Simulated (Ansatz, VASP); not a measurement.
# Two plane-wave programs on P

The input POSCAR:

```
P
1.0
    1.6661691682      0.9619634174      3.0216728172
   -1.6661691682      0.9619634174      3.0216728172
    0.0000000000     -1.9239268347      3.0216728172
P
2
Direct
    0.2270800000      0.2270800000      0.2270800000
    0.7729200000      0.7729200000      0.7729200000
```

INCAR.step1

```
SYSTEM = P
ALGO = Normal
EDIFF = 1E-4
ENCUT = 520
GGA = PE
ISMEAR = -1
LASPH = .TRUE.
LCHARG = .FALSE.
LREAL = .FALSE.
LWAVE = .TRUE.
NBANDS = 12
NELM = 100
PREC = Accurate
SIGMA = 0.05
```

The input INCAR.step2:

```
SYSTEM = P
ALGO = Normal
EDIFF = 1E-6
ENCUT = 520
ISIF = 2
ISMEAR = -1
ISTART = 1
IVDW = 13
LASPH = .TRUE.
LCHARG = .TRUE.
LELF = .TRUE.
LMIXTAU = .TRUE.
LREAL = .FALSE.
LVHAR = .TRUE.
LWAVE = .FALSE.
METAGGA = R2SCAN
NBANDS = 12
NELM = 100
PREC = Accurate
SIGMA = 0.05
VDW_A1 = 0.51559235
VDW_A2 = 5.77342911
VDW_S6 = 1.0
VDW_S8 = 0.6018749
```

KPOINTS

```
k-points
0
G
  6 6 6
  0 0 0
```

Input for Ansatz:

```yaml
crystal:
  lattice:
    - [1.6661691682485502, 0.96196341737305, 3.021672817212547]
    - [-1.6661691682485502, 0.96196341737305, 3.021672817212547]
    - [0.0, -1.9239268347461, 3.021672817212547]
  atoms:
    - { symbol: P, position: [0.22708, 0.22708, 0.22708] }
    - { symbol: P, position: [0.77292, 0.77292, 0.77292] }
basis:
  ecutwfc: 600.0
kpoints:
  mp_grid:
    grid: [6, 6, 6]
hamiltonian:
  xc: r2scan
  dispersion: d4
scf:
  mixing:
    algorithm: msr1
    preconditioner: kerker_dos
  occupations:
    method: fermi_dirac
    width: 0.05
  eigensolver:
    kind: auto
    full_accuracy: true
output:
  stress: true
```

This isn't the form of P at room conditions, which is orthorhombic.

Alike in both runs: task single point; functional r2SCAN; dispersion D4; k mesh 6 × 6 × 6; occupations fermi-dirac, width 0.05 eV; no spin polarisation.

```csv
,VASP,Ansatz
version,VASP 6.6.1,Ansatz 0.2.0
potentials or method,"VASP PAW PBE potentials, release 64 (P)","plane waves, PAW"
plane-wave cutoff (eV),520,600
valence electrons in the cell,10,10
```

Ansatz gave:

| Item | Value |
| --- | --- |
| pressure (GPa) | 10.3 |
| largest component of the traceless stress (GPa) | 3.30 |
| dispersion energy (meV/atom) | -186.2 |

Problem. Estimate VASP's values.

Solution. Pressure (GPa): 9.7; largest component of the traceless stress (GPa): 3.03; dispersion energy (meV/atom): -186.1.

Caveats: the k mesh is coarse (spacing up to 0.38 Å⁻¹), so the values aren't converged; the PAW data sets were made with another functional, which shifts forces and pressure a little (VASP); pairwise dispersion overbinds metals, which lowers pressure and volume.
